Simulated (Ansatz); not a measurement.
CdSe:

```xyz
2
Lattice="0.0000 3.0703 3.0703 3.0703 0.0000 3.0703 3.0703 3.0703 0.0000" Properties=species:S:1:pos:R:3 pbc="T T T"
Cd    0.0000    0.0000    0.0000
Se    1.5351    1.5351    1.5351
```

Measurements of this composition are mostly on another form, of space group No. 186.

* Program: Ansatz 0.2.0
* Task: relaxation of cell and atoms
* Functional: exchange-only PBE
* Potentials or basis: Ansatz PAW
* Cutoff: 420 eV (not typed: the program's choice for these potentials)
* k mesh: 8 × 8 × 8
* Occupations: fermi-dirac, width 0.05 eV
* Spin: no spin polarisation

At the start: volume 28.94 Å³/atom.

Question: How do energy, volume and symmetry change on relaxing?

Answer: It ends after 5 steps and the volume is 35.25 Å³/atom (+21.8 %); space group F-43m (No. 216, to 0.05 Å).

The path:
```
step  energy change (eV)  largest force (eV/Å)  volume (Å³)
   1              0.0000                0.0000        57.88
   2             -0.2671                0.0000        66.77
   3             -0.2853                0.0000        69.47
   4             -0.2867                0.0000        70.51
   5             -0.2884                0.0000        70.51
```

Final structure:
```cif
data_structure
_symmetry_space_group_name_H-M 'P 1'
_symmetry_Int_Tables_number 1
_cell_length_a 4.6372
_cell_length_b 4.6372
_cell_length_c 4.6372
_cell_angle_alpha 60.000
_cell_angle_beta 60.000
_cell_angle_gamma 60.000
_cell_volume 70.51
loop_
_atom_site_label
_atom_site_type_symbol
_atom_site_fract_x
_atom_site_fract_y
_atom_site_fract_z
_atom_site_occupancy
Cd1 Cd 0.00000 0.00000 0.00000 1
Se1 Se 0.25000 0.25000 0.25000 1
```

Caveat: the volume moved by over 15 % at a fixed basis, so the end points are rough; the plane-wave basis is chosen anew once the cell has moved, so the energies of steps on either side of that aren't comparable; the PAW data sets come from PBE, with cores solved anew for the run's functional, which leaves a small shift of forces and pressure.
